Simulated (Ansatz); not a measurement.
# Os in Ansatz: the effect of functional

Os:

```
Os
1.0
     2.78772    0.00000    0.00000
    -1.39386    2.41424    0.00000
     0.00000    0.00000    4.40442
Os
2
Direct
  0.66667 0.33333 0.75000
  0.33333 0.66667 0.25000
```

The cell isn't the ideal one: volume scaled by 1.06.

Alike in all runs:

| Property | Result |
| --- | --- |
| Program | Ansatz 0.2.0 |
| Task | single point |
| Potentials or basis | Ansatz PAW |
| k mesh | 11 × 11 × 6 |
| Occupations | fermi-dirac, width 0.05 eV |
| Spin | no spin polarisation |

```csv
functional,cutoff,pressure (GPa)
LDA,420 eV (not typed: the program's choice for these potentials),-29.2
r2SCAN,500 eV (not typed: the program's choice for these potentials),?
PBE,420 eV (not typed: the program's choice for these potentials),-13.5
```

Question: What does the run with functional r2SCAN give?

Answer: Pressure -20.9 GPa.

Caveats: the PAW data sets come from PBE, with cores solved anew for the run's functional, which leaves a small shift of forces and pressure (some runs).
